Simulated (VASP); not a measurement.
# GaP (F-43m) under biaxial strain in the (110) plane, part 2 of 2

How do the elastic response and the band edges of GaP follow biaxial strain in the (110) plane?

VASP 6.6.1, plane waves and PAW; the level of theory is named at each step.

So far: Set-up; Relax the crystal, LDA; Strain along the normal, LDA; Band edges, TB-mBJ with spin-orbit coupling; Band edges, r2SCAN with spin-orbit coupling.

### 5. Band edges, r2SCAN with spin-orbit coupling (continued)

Level of this step: r2SCAN, spin-orbit coupling; plane waves and PAW (Ga_d, P); cell typed or built by script (VASP).

OUTCAR, selected parts (step 5):

```text
  Total        0.8210409      0.8210409      0.8966142     -0.1463416      0.0000000      0.0000000
  in kB       33.8029639     33.8029639     36.9143811     -6.0250091      0.0000000      0.0000000
  external PRESSURE =      34.8401029 kB  Pullay stress =       0.0000000 kB

 POSITION                                       TOTAL-FORCE (eV/Angst)
 -----------------------------------------------------------------------------------
      2.70370      2.70370      0.00316         0.000000      0.000000     -0.001420
      1.35185      1.35185      1.33817         0.000000      0.000000      0.001420
 -----------------------------------------------------------------------------------
    total drift:                               -0.000003     -0.000003     -0.001311

  FREE ENERGIE OF THE ION-ELECTRON SYSTEM (eV)
  ---------------------------------------------------
  free  energy   TOTEN  =      -180.0806075343 eV

  energy  without entropy=     -180.0806075343  energy(sigma->0) =     -180.08060753

[... 2 parts as in an earlier step ...]

[... 1 further part left out ...]
[key lines of the parts left out:]
E-fermi :   5.1675
```

This run gave:

```
energy(sigma→0) of the program : -180.0806 eV
stress, compression positive   : 2.78 along [110], 3.84 across it (mean), GPa
```

The run ends at a pressure of 3.48 GPa, with forces up to 0.0014 eV/Å.

### 6. The table

Runs beyond LDA use the data sets made with LDA; this shifts their levels slightly, and their total energies have another zero (at TB-mBJ, which has no energy functional, they mean nothing).

The other members went through these steps as far as the tables show, with the same cutoff and, step by step, the same mesh; 41 runs are not shown. The session took 5.2 core hours (wall time by ranks) on a shared machine.

```tsv
in-plane strain (%)	strain along the normal (%)	mean of the two in-plane stresses, tension positive (GPa)	energy above the unstrained row (meV/atom)	gap on the mesh, LDA (eV)
-2.000	1.200	-4.052	10.082	0.992
-1.500	0.886	-3.013	5.706	1.123
-1.000	0.577	-1.987	2.580	1.246
-0.500	0.280	-0.980	0.688	1.334
0	0.000	0.006	0.000	1.402
0.500	-0.274	0.970	0.526	1.363
1.000	-0.534	1.916	2.224	1.326
1.500	-0.773	2.843	5.067	1.292
2.000	-1.003	3.738	9.039	1.230
```

Slopes at zero strain, from cubics through all rows: strain ratio -0.556, stress over strain 195 GPa.

Band edges at TB-mBJ with spin-orbit coupling, counted from the valence-band top at Γ, spin-orbit pairs averaged, with one row partly withheld:

```tsv
in-plane strain (%)	gap (eV)	conduction band at Γ (eV)	Δ or X valley along z (eV)	Δ or X valley along x (eV)	lowest conduction level at L, [111] (eV)	lowest conduction level at L, [-111] (eV)	second valence level below the top (eV)	third valence level below the top (eV)
-2.000	1.912	3.240	1.912	2.169	2.807	2.445	0.074	0.305
-1.500	2.035	3.248	2.034	2.202	2.771	2.506	0.060	0.235
-1.000	2.143	3.242	2.141	2.233	2.733	2.562	0.047	0.170
-0.500	2.224	3.221	2.222	2.261	2.695	2.612	0.031	0.114
0	2.289	3.188	2.288	2.288	2.655	2.655	0.000	0.079
0.500	2.264	3.095	2.288	2.263	2.565	2.643	0.050	0.116
1.000	2.232	?	2.270	2.232	2.471	2.622	0.104	0.166
1.500	2.201	2.875	2.232	2.201	2.378	2.594	0.157	0.218
2.000	2.169	2.758	2.184	2.169	2.285	2.563	0.211	0.270
```

Conduction masses, in electron masses:

```tsv
in-plane strain (%)	conduction mass at Γ, along the strain axis or the normal of the plane	L [111] mass, longitudinal	L [111] mass, transverse along [1-10]
-2.000	0.141	1.877	0.168
-1.500	0.150	1.867	0.169
-1.000	0.159	1.834	0.168
-0.500	0.172	1.839	0.169
0	0.184	1.811	0.169
0.500	0.197	1.785	0.169
1.000	0.208	1.772	0.168
1.500	0.218	1.759	0.169
2.000	0.226	1.753	0.169
```

Band edges at r2SCAN with spin-orbit coupling, counted from the valence-band top at Γ, spin-orbit pairs averaged:

```tsv
in-plane strain (%)	gap (eV)	conduction band at Γ (eV)	Δ or X valley along z (eV)	Δ or X valley along x (eV)	lowest conduction level at L, [111] (eV)	lowest conduction level at L, [-111] (eV)	second valence level below the top (eV)	third valence level below the top (eV)
-2.000	1.366	2.669	1.366	1.654	2.287	1.898	0.080	0.310
-1.500	1.497	2.673	1.497	1.685	2.245	1.961	0.063	0.239
-1.000	1.610	2.662	1.605	1.712	2.201	2.018	0.049	0.174
-0.500	1.695	2.637	1.694	1.738	2.157	2.068	0.032	0.118
0	1.762	2.599	1.762	1.762	2.112	2.112	0.000	0.084
0.500	1.735	2.502	1.762	1.735	2.018	2.101	0.050	0.121
1.000	1.702	2.392	1.739	1.702	1.919	2.079	0.104	0.171
1.500	1.669	2.275	1.702	1.669	1.822	2.052	0.157	0.222
2.000	1.635	2.154	1.648	1.636	1.726	2.020	0.211	0.275
```

Conduction masses, in electron masses:

```tsv
in-plane strain (%)	conduction mass at Γ, along the strain axis or the normal of the plane	L [111] mass, longitudinal	L [111] mass, transverse along [1-10]
-2.000	0.113	1.831	0.143
-1.500	0.120	1.829	0.143
-1.000	0.127	1.803	0.142
-0.500	0.136	1.802	0.142
0	0.144	1.763	0.141
0.500	0.151	1.741	0.141
1.000	0.159	1.744	0.140
1.500	0.164	1.735	0.140
2.000	0.168	1.708	0.139
```

### 7. A fit to the known rows

The quantity to fit is the conduction level at Γ above the mean of the three top valence levels at TB-mBJ with spin-orbit coupling: 3.366, 3.346, 3.314, 3.270, 3.214, 3.150, 3.000, 2.918 eV in the rows shown.

Fitting a parabola to the 8 known rows (e: strain in %) gives E = − 0.01820 e² − 0.1137 e + 3.215 in eV; the residuals are 0.0028 eV r.m.s.

At e = 1 this predicts 3.0830 eV.

### 8. Prediction against calculation

The calculation gives 3.0784 eV, so the prediction is 0.0046 eV too high, within twice the residual of the fit.

### 9. Outcome

* ratio of normal to in-plane strain: -0.556
* biaxial modulus: 195 GPa
* gap of the unstrained cell, TB-mBJ with spin-orbit coupling: 2.29 eV
* gap of the unstrained cell, r2SCAN with spin-orbit coupling: 1.76 eV
* slope at zero strain of the conduction level at Γ above the mean of the three top valence levels, TB-mBJ with spin-orbit coupling: -114 meV per %
* error of the predicted row: 4.6 meV

**Reading.** As a check, the curvature of the energy gives 196 GPa for the same modulus (energy per volume = M × strain²), 0 % from the slope of the stress. At TB-mBJ with spin-orbit coupling the lowest conduction valley is Δ or X throughout, and the gap runs between 1.91 and 2.29 eV. At r2SCAN with spin-orbit coupling the lowest conduction valley is Δ or X throughout, and the gap runs between 1.37 and 1.76 eV. Hole masses are left out throughout, since the top bands are degenerate or cross in many series; of conduction masses, those of the Γ, L and (for Si and Ge under (001) strain) Δ valleys are kept where they change by under an eighth between rows. TB-mBJ is a potential fitted for gaps; it has no energy functional, so its total energies and forces mean nothing, and its bands tend to come out too narrow. r2SCAN opens gaps somewhat over GGA but leaves them below measured values as a rule. Δ or X levels are the lowest on their line, refined by a parabola unless they lie at X; the gap is read from all points sampled and can differ from the lowest valley by some meV, or by tens of meV where strain moves the valence top off Γ. Temperature, zero-point motion and excitons are left out.

[Lines on the potential files, build, host, timing and source positions are cut from VASP's logs without a mark.]

[Logs are printed without paths, hosts, clocks, repeated set-up lines and the standing remarks that a program may print on its own settings, such as how far it seeks lower states.]

[Hosts, paths, dates, database ids (printed as entryN), source tags and the programs' standing remarks are cut or masked in the printed files.]

[In band tables of VASP the shares of atoms and orbitals are scaled to a sum of 1 inside the atoms' spheres.]
